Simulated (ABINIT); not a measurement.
A run of ABINIT 10.8.3 (patched build) is set up as follows.

The input run.abi:

```
# Pseudopotentials
pp_dirpath "./"
pseudos "Fe.upf, O.upf"

# Structure
acell 3.0481959123 3.0481959123 3.0481959123 Angstrom
rprim
     0.0000000000     0.7071067812     0.7071067812
     0.7071067812     0.0000000000     0.7071067812
     0.7071067812     0.7071067812     0.0000000000
ntypat 2
znucl 26 8
natom 2
typat 1 2
xcart
     0.0000000000     0.0000000000     0.0000000000
     4.0731156890     4.0731156890     4.0731156890

# Plane-wave basis
ecut 45.0

# k points
kptopt 1
ngkpt 11 11 11
nshiftk 1
shiftk 0.0 0.0 0.0

# Exchange and correlation
ixc -116133

# Bands and occupations
nband 16
occopt 3
tsmear 0.00183747

# Spin
nsppol 2
spinat
     0.0000000000     0.0000000000     3.0000000000
     0.0000000000     0.0000000000     0.0000000000

# SCF cycle
nstep 100
tolvrs 1.0e-10

# Output
iomode 3
prtwf 0
prtden 0
prteig 0
prtebands 0
enunit 1
```

Potentials or basis: PseudoDojo NC SR PBEsol v0.4.1 standard.

Run with:

```bash
$ abinit run.abi > log 2>&1
```

Q: Predict the site moments.

A: Fe +3.55; O +0.33 μB.

Q: Predict the net moment.

A: 4.00 μB per cell.

Q: Estimate the pressure.

A: -9.2 GPa.

Q: Estimate the band gap on the k mesh.

A: None (metal or under the smearing width).

Caveat: a cell with one magnetic atom can't hold antiferromagnetic order, which such compounds often take; semilocal functionals often make such compounds metallic where correlation or magnetic order opens a gap, which also shifts bond lengths.

The gap isn't set beside the measured one, since this odd mesh misses points on the zone boundary.
